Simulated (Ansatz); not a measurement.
**A computed series for BAs: element substitutions**

Start from BAs in the zinc blende structure (space group F-43m, No. 216; a = 4.809 Å).

Each row replaces one element on all its sites; cell and atoms are relaxed.

Level of theory: Ansatz (an electronic-structure program) PBE, no spin-orbit coupling, earlier PAW set.

```tsv
case	shortest interatomic distance	density
base	3.935 bohr	5.12 g/cm³
As → Bi	4.520 bohr	8.66 g/cm³
As → Se	4.078 bohr	4.82 g/cm³
B → N	4.088 bohr	4.74 g/cm³
```

Whether these cells are dynamically stable was not tested. As relaxed here, BiB, BSe and AsN are hypothetical phases, not in the database extracts checked. The final runs are not spin-polarised. An odd electron count without spin: BSe.
